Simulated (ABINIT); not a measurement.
ZrS2:

```
Zr S
1.0
     3.69138    0.00000    0.00000
    -1.84569    3.19683    0.00000
     0.00000    0.00000    6.04108
Zr S
1 2
Direct
  0.00000 0.00000 0.00000
  0.33333 0.66667 0.23791
  0.66667 0.33333 0.76209
```

The cell is a database's computed one.

Base run:

* Program: ABINIT 10.8.3 (patched build)
* Functional: r2SCAN
* Potentials or basis: SG15 NC PBE v1.2
* Cutoff: 980 eV
* k mesh: 6 × 6 × 4
* Occupations: fermi-dirac, width 0.05 eV
* Spin: no spin polarisation

Its results: band gap on the k mesh 1.41 eV, indirect (least direct gap 2.00 eV); pressure 0.0 GPa; largest force 0.023 eV/Å.

Task: The run is repeated on the same cell with these changes: potentials or basis from SG15 NC PBE v1.2 to PseudoDojo NC SR PBE v0.4.1 standard; cutoff from 980 eV to 1088 eV. What comes out?

Result: Band gap on the k mesh 1.37 eV, indirect (least direct gap 1.93 eV); pressure -0.5 GPa; largest force 0.084 eV/Å.

Caveats: the potentials were made for another functional, which shifts forces and pressure; a meta-GGA on potentials with a model core is unreliable (some runs).

A k mesh can miss the band edges.
